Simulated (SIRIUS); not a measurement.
## BN under changes of volume

One of the cells (6.078 Å³/atom); the others are scaled copies at fixed shape and fractional positions:

```
N B
1.0
     0.00000    1.82501    1.82501
     1.82501    0.00000    1.82501
     1.82501    1.82501    0.00000
N B
1 1
Direct
  0.25000 0.25000 0.25000
  0.00000 0.00000 0.00000
```

The cell is a database's computed one.

```yaml
Program: SIRIUS 7.12.0
Functional: PBEsol
Potentials_or_basis: PseudoDojo 0.4.1 PBEsol standard (scalar relativistic)
Cutoff: 1152 eV
Density_cutoff: 4606 eV
k_mesh: 13 × 13 × 13
Occupations: fermi-dirac, width 0.05 eV
Spin: no spin polarisation
```

| volume (Å³/atom) | energy over the lowest point (meV/atom) | pressure (GPa) | gap on the mesh (eV) |
| --- | --- | --- | --- |
| 5.602 | 15.56 | 19.5 | 4.48 |
| 5.721 | ? | ? | ? |
| 5.840 | 0.00 | 1.9 | 4.43 |
| 6.078 | 8.33 | -12.7 | 4.38 |
| 6.198 | 20.14 | -19.0 | 4.35 |
| 6.317 | 36.44 | -24.7 | 4.33 |

What does the run at 5.721 Å³/atom give?

Energy over the lowest point 4.50 meV/atom; pressure 10.3 GPa; gap on the mesh 4.46 eV.

Worked out: A Birch-Murnaghan fit of order 3 (a polynomial in V^(-2/3)) to the other rows has its minimum at 5.87 Å³/atom with B0 = V·E''(V) = 385 GPa and B' = 3.7. It gives 4.51 meV/atom at 5.721 Å³/atom, against the run's 4.50, and -dE/dV = 10.3 GPa, against 10.3. A straight line through the other rows of the gap, of slope -1.26 eV per unit of ln V, gives 4.45 eV, against the run's 4.46.

Energies are extrapolated to zero smearing.

Caveats: an odd mesh through Γ misses points on the zone boundary, where band edges often lie.
